## Question

Al₃Cu in the Cu₃Au structure has a simple cubic cell with edge a = 3.924 Å and four atoms. Its total energy is computed by density-functional theory on N×N×N meshes of k points, Γ included.

(a) Treat the valence electrons as free, three from each Al atom and one from Cu, and find a formula for the energy error caused by the mesh.

(b) Estimate the error for 4×4×4 and for 12×12×12.

(c) Compare the formula with computed errors, and say which part of it deserves trust.

## Model answer

**(a)** The scale to remember is the Fermi energy divided by N³, for each cell. With a Fermi energy near 10 eV, ten divisions leave an error of the order of 10 meV per cell.

The exact energy is an integral over k, and the mesh replaces it by a sum. Such a sum mistakes for a constant any wave in k that has the same value at all mesh points. These are the waves exp(ik·R) whose R is a lattice vector of length Na or a longer one of the same kind. The error is therefore the sum of the Fourier coefficients of the occupied band energy, counted from the Fermi level, at these vectors R.

In a metal these coefficients fall slowly, because the band energy stops contributing abruptly at the Fermi surface. The kink there gives a factor 1/R². Only the patches of the surface that face along R add up in step, which gives a further 1/R. For n free electrons in the cell, one vector contributes up to 6nE_F/(k_F R)³, where E_F is the Fermi energy and k_F the Fermi wave number.

Since (k_F a)³ = 3π²n, the electron number cancels from this size and leaves 2E_F/(π²N³). The six shortest vectors together give

error per cell ≈ (12/π²) · (E_F/N³) · sin(k_F a N).

**(b)** Ten electrons give k_F a = (30π²)^(1/3) = 6.665. Hence k_F is 1.7 Å⁻¹, and E_F = 3.8 eV Å² × k_F² ≈ 11 eV. The factor before the sine is then 1.2 × 11 eV/4 ≈ 3.3 eV per atom, divided by N³. This is the ceiling of the estimate, not a strict bound on the true error, which the longer vectors left out can lift above it.

As N is a whole number, 2π may be taken off k_F a, and the sine becomes sin(0.382 N).

- **4×4×4:** the ceiling is 3.3 eV/64 ≈ 52 meV per atom. The phase is 1.53, where the sine is practically 1, so the estimate is +52 meV per atom.
- **12×12×12:** the ceiling is 3.3 eV/1728 ≈ 1.9 meV per atom. The phase is 4.58, where the sine is close to −1, so the estimate is −1.9 meV per atom.

**(c)** The computed errors are taken relative to the 18×18×18 mesh. In the Cu₃Au structure symmetry makes the forces on the atoms vanish on every mesh, so they say nothing about the mesh error.

Al₃Cu in the Cu₃Au structure (a = 3.924 Å, four atoms per cell), computed with Ansatz 0.2.0: r2SCAN, plane-wave PAW, scalar-relativistic, no spin polarisation, cutoff 500 eV, Gaussian smearing of 0.1 eV. Energies are extrapolated to zero smearing and given relative to the 18×18×18 mesh; all meshes are Γ-centred.

| k mesh | energy less reference (meV/atom) | irreducible k points |
| --- | --- | --- |
| 1x1x1 | 1730 | 1 |
| 2x2x2 | 518 | 4 |
| 4x4x4 | 62.5 | 10 |
| 6x6x6 | 8.81 | 20 |
| 8x8x8 | 1.75 | 35 |
| 10x10x10 | -1.44 | 56 |
| 12x12x12 | -1.02 | 84 |
| 14x14x14 | -0.131 | 120 |
| 16x16x16 | 0.180 | 165 |

For the two worked meshes the calculation gives 62.5 and −1.02 meV per atom. The first estimate is good, and the second is too large by nearly a factor of two. Neither row was used to adjust anything, since the formula has no fitted constant.

Over the whole table the estimate lies within a factor of two in six of the nine rows, and its sign is right in all but the densest mesh. It is poor at 8×8×8 and 14×14×14, where the error is small compared with the ceiling. The ceiling itself does better: it is exceeded only at 2×2×2 and 4×4×4, by at most a quarter. That is the part to trust, as a scale for the error and not as a strict limit.

## Remarks on the reasoning

**The tempting wrong answer is an exponential.** Up to 8×8×8 the error falls by a factor of about 2.7 with each added division, as one might expect in an insulator. An exponential fitted to these five rows and carried on to 12×12×12 promises 0.03 meV per atom, some forty times less than the calculation finds. The free-electron picture offers a reason for the trap. From 4×4×4 to 8×8×8 the ceiling falls only eightfold, but the sine happens to run towards zero over the same stretch. Beyond it the error returns with the opposite sign.

**The sign is partly luck.** The formula puts the first change of sign near N = 8, and the computed one lies between 8 and 10. With eleven electrons instead of ten it would come near N = 5, and with nine near N = 21. The next twelve vectors R would matter more than half as much as the first six, were it not that √2 × 6.665 is almost exactly 3π, so that their sine nearly vanishes. When they and four further sets are included, the estimate gets worse on the whole and has the wrong sign at 8×8×8.

**The free-electron gas is an analogy with bounds.** It shares with the alloy a sharp Fermi surface and roughly the right number of mobile electrons. It has no gaps where the Fermi surface meets the zone planes, and no copper d electrons. The numbers support the size of the error. Its slow swing is consistent with them but not established, since the fuller free-electron sum agrees less well. Nor do they prove that the real Fermi surface has the shape of a sphere.

**The range has two ends.** The formula holds for large N, so its fair result at 1×1×1, where Γ is the only point, earns no credit. At the dense end the reference has an error of its own, which the formula puts at about 0.3 meV per atom. The last two rows are no larger than that, so they should not be ranked, and the sign missed at 16×16×16 means little. If this error of the reference were taken off the estimates, 12×12×12 would fall just outside the factor of two.

**Part of the error has another source.** The tabulated energies are extrapolated to zero smearing. In the free energies of the same runs, before that step, the errors at 10×10×10 and 12×12×12 are only −0.84 and −0.65 meV per atom. The extrapolation thus adds about half a meV in these two rows, which the formula does not describe.

**For planning, use the ceiling.** To bring it down to 1 meV per atom, N³ must reach about 3300, which means 15 divisions. A single small error on a coarser mesh may only mark a place where the sine passes through zero. The output below lists the ceiling and the estimate for every mesh.

Numerical output:

```
Fermi wave number times cell edge (rad): 6.665
drift of the phase per mesh division, k_F a less 2 pi (rad): 0.3819
free-electron Fermi energy (eV): 10.99
ceiling times N cubed (meV/atom): 3341
Errors in meV/atom:
       row  computed  ceiling     rule  six_shells  size_over_ceiling  rule_over_computed
     1x1x1      1730     3341     1245        1134             0.5178              0.7198
     2x2x2       518    417.6    288.9       204.4               1.24              0.5577
     4x4x4      62.5    52.21    52.16       73.98              1.197              0.8345
     6x6x6      8.81    15.47    11.62       13.61             0.5695               1.319
     8x8x8      1.75    6.526    0.562      -3.206             0.2682              0.3212
  10x10x10     -1.44    3.341   -2.095      -2.314              0.431               1.455
  12x12x12     -1.02    1.934   -1.917      -1.057             0.5275                1.88
  14x14x14    -0.131    1.218  -0.9807     -0.7692             0.1076               7.486
  16x16x16      0.18   0.8157    -0.14     -0.2252             0.2207             -0.7777
rows in which the rule is within a factor of two: 6
rms miss of the rule in units of the ceiling: 0.3833
rms miss with six shells in units of the ceiling: 0.4604
mesh division of the first sign change with 10 electrons: 8.226
the same with 9 electrons: 20.68
the same with 11 electrons: 5.262
error of the 18x18x18 reference by the rule (meV/atom): 0.3194
damping factor of 0.1 eV smearing at 16x16x16: 0.9429
fit of log(abs(E)) on 5 rows (N < 9): constant 8.263 +/- 0.18, coefficient of N -0.9876 +/- 0.036; rms 0.162, worst 8x8x8 -0.197, leave-one-out rms 0.33
  rows outside the fit (model, value, miss): 10x10x10 -1.613, 0.3646, -1.98; 12x12x12 -3.588, 0.0198, -3.61; 14x14x14 -5.563, -2.033, -3.53; 16x16x16 -7.538, -1.715, -5.82
exponential carried on to 12x12x12 (meV/atom): 0.02766
free-energy error at 10x10x10 (meV/atom): -0.835
free-energy error at 12x12x12 (meV/atom): -0.6525
```
